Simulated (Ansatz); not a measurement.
Here is an Ansatz 0.2.0 calculation.

File input.yaml:

```yaml
crystal:
  lattice:
    - [0.0, 2.7431, 2.7431]
    - [2.7431, 0.0, 2.7431]
    - [2.7431, 2.7431, 0.0]
  atoms:
    - { symbol: Yb, position: [0.0, 0.0, 0.0], spin: 0.2 }
hamiltonian:
  xc: pbesol
  pseudopotentials: { kind: paw }
magnetization:
  spin_polarized: true
  initial_magnetization: 0.2
  spin_locking: { lock_magnetization: hard }
kpoints:
  mp_grid: { grid: [7, 7, 7] }
scf:
  occupations: { method: fermi_dirac, width: 0.05 }
  lower_state_search: "off"
output:
  forces: true
  stress: true
  eigenvalues: true
  write_density: true
  write_potential: true
  elf: true
  volumetric_format: npy
```

Potentials or basis: Ansatz PAW.

Command:

```console
$ ansatz run input.yaml --threads 2 --pin off --max-ram 5632MiB --backend cpu --events-out ev --progress --plain --runs-dir out
```

Task: Predict the pressure.

Result: -3.2 GPa.

Caveat: spin-orbit coupling is left out, which moves the levels of the heavy elements; the total moment is fixed, so each spin has its own Fermi level; the PAW data sets come from PBE, with cores solved anew for the run's functional, which leaves a small shift of forces and pressure; the thresholds are loose for stress. The state reached can hang on the start; a lower one may exist.
